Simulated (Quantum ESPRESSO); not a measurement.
**Be under changes of volume**

One of the cells (8.105 Å³/atom); the others are scaled copies at fixed shape and fractional positions:

```
Be
1.0
     2.28530    0.00000    0.00000
    -1.14265    1.97913    0.00000
     0.00000    0.00000    3.58420
Be
2
Direct
  0.66667 0.33333 0.75000
  0.33333 0.66667 0.25000
```

| Property | Result |
| --- | --- |
| Program | Quantum ESPRESSO 7.5 |
| Functional | r2SCAN |
| Potentials or basis | SG15 PBE 1.2 |
| Cutoff | 952 eV |
| Density cutoff | 3810 eV |
| k mesh | 10 × 10 × 6 |
| Occupations | fermi-dirac, width 0.05 eV |
| Spin | no spin polarisation |

```csv
volume (Å³/atom),energy over the lowest point (meV/atom),pressure (GPa)
7.619,?,?
7.781,1.65,2.8
7.943,0.00,0.1
8.105,1.00,-2.4
8.268,4.40,-4.7
8.430,10.01,-6.7
8.592,17.62,-8.6
```

**Question.** What does the run at 7.619 Å³/atom give?

**Answer.** Energy over the lowest point 6.17 meV/atom; pressure 5.8 GPa.

Worked out: A Birch-Murnaghan fit of order 3 (a polynomial in V^(-2/3)) to the other rows has its minimum at 7.96 Å³/atom with B0 = V·E''(V) = 126 GPa and B' = 3.4 at fixed shape and positions, which overstates the stiffness. It gives 6.16 meV/atom at 7.619 Å³/atom, against the run's 6.17, and -dE/dV = 6.0 GPa, against 5.8.

Energies are extrapolated to zero smearing.

Caveats: the potentials were made for another functional, which shifts forces and pressure.
